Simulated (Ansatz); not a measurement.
Clamped-ion strain scan in Si

Method: DFT r2SCAN, scalar-relativistic, plane waves, PAW in Ansatz 0.2.0. The runs took a 500 eV cutoff, a Γ-centred 22×22×22 mesh and Gaussian smearing (0.15 eV). No spin polarisation. Energies are free energies at this smearing, counted from the undisturbed cell; pressure is positive in compression.

The starting cell (as given, not relaxed at this level; it stands at -0.1 GPa; this form isn't the usual structure):

```xyz
1
Lattice="-1.6269 1.6269 1.3203 1.6269 -1.6269 1.3203 1.6269 1.6269 -1.3203" Properties=species:S:1:pos:R:3 pbc="T T T"
Si    0.0000    0.0000    0.0000
```

The cell is strained by ε times the Voigt pattern (1, -1, 0, 0, 0, 0) (xx, yy, zz, yz, xz, xy; engineering shear) with fractional coordinates fixed. The cell is metallic on the mesh throughout.

```tsv
ε	ΔE (meV/atom)	stress summed along the pattern (GPa, tension positive)	pressure (GPa)
-0.1500	63.8	1.19	0.9
-0.0750	42.5	-7.08	0.3
0.0000	0.0	0.00	-0.1
0.0187	3.0	4.13	0.0
0.0375	14.3	8.16	0.1
0.0562	28.3	9.03	0.2
0.0937	54.1	5.99	0.4
0.1125	?	1.84	?
0.1312	?	2.01	?
```

By symmetry 0.1500 repeats -0.1500, -0.1125 repeats 0.1125, 0.0750 repeats -0.0750, -0.0375 repeats 0.0375 in energy; the slope of the energy along the path changes sign there.

(1) Give the withheld values.

## Answers

(1) ΔE (meV/atom) at ε = 0.1125: 60.2; pressure (GPa) at ε = 0.1125: 0.4; ΔE (meV/atom) at ε = 0.1312: 62.5; pressure (GPa) at ε = 0.1312: 0.5.